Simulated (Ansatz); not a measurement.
The cell is BN (4H polytype); cell and atoms were relaxed with r2SCAN. It is hexagonal, P6_3mc (No. 186); conventional cell a = 2.548 Å, c = 8.375 Å, 5.89 Å³ an atom. B is surrounded by 4 N at 1.56 Å; B is surrounded by 4 N at 1.56–1.58 Å; N is surrounded by 4 B at 1.56 Å; N is surrounded by 4 B at 1.56–1.58 Å.

```yaml
crystal:
  lattice:
    - [2.54800, 0.00000, 0.00000]
    - [-1.27400, 2.20663, 0.00000]
    - [0.00000, 0.00000, 8.37536]
  atoms:
    - { symbol: B, position: [0.00000, 0.00000, 0.00039] }
    - { symbol: B, position: [0.33333, 0.66667, 0.24969] }
    - { symbol: B, position: [0.00000, 0.00000, 0.50039] }
    - { symbol: B, position: [0.66667, 0.33333, 0.74969] }
    - { symbol: N, position: [0.00000, 0.00000, 0.18699] }
    - { symbol: N, position: [0.33333, 0.66667, 0.43793] }
    - { symbol: N, position: [0.00000, 0.00000, 0.68699] }
    - { symbol: N, position: [0.66667, 0.33333, 0.93793] }
```

The questions ask for values computed with the PAW code Ansatz on this geometry. Simulation only: spin-unpolarised, and no claim that this is the phase found in nature.

Given (12×12×4 mesh): With PBE the valence top lies at Γ and the conduction bottom at M, 5.53 eV higher; the smallest vertical gap, at M, is 7.57 eV.

Q: What does r2SCAN give for the gap (12×12×4 mesh)?

A: r2SCAN gives an indirect gap of 6.08 eV, from Γ to M; the least direct gap is 8.19 eV at M. The gap differs by +0.55 eV from PBE's.

Q: Estimate the gap with DDH-PBE0 on 6×6×2.

A: With DDH-PBE0 the valence top lies at Γ and the conduction bottom at M, 7.38 eV higher; the smallest vertical gap, at M, is 9.57 eV. The share of exact exchange is 0.216. The gap differs by +1.85 eV from PBE's.

Q: Roughly how does the cost of the LDA run (12×12×4) compare with r2SCAN's (12×12×4)?

A: About 0.4 times as much (7 core-seconds against 16 core-seconds, on 4 threads of Intel(R) Xeon(R) Platinum 8488C (Sapphire Rapids) (shared host)).

Q: What are ε∞ and the Born charges with PBE?

A: ε∞: 4.59 along x and y, 4.69 along z. Born charges, averaged over directions: B +1.87 to +1.91, N -1.89 e.

Q: Relaxed again with PBEsol, is the cell stable at the zone centre, and where do its optical modes lie?

A: All optical modes at Γ are real, from 339 to 1239 cm⁻¹ without the longitudinal term; this says nothing of other wave vectors. With the long-range field the highest mode reaches 1276 cm⁻¹.

Q: How do the levels compare, in gap and in cost?

A: r2SCAN covers 40 % of the step from PBE to HSE06, while HSE06 needs about 5 times r2SCAN's cost (on a coarser mesh). Among these functionals the gap stays indirect.

The meshes of the hybrids are coarse, so their gaps aren't converged to the digits shown.

Set aside, since their points miss a band edge that the other levels read or their mesh is too coarse: LC-ωPBE.
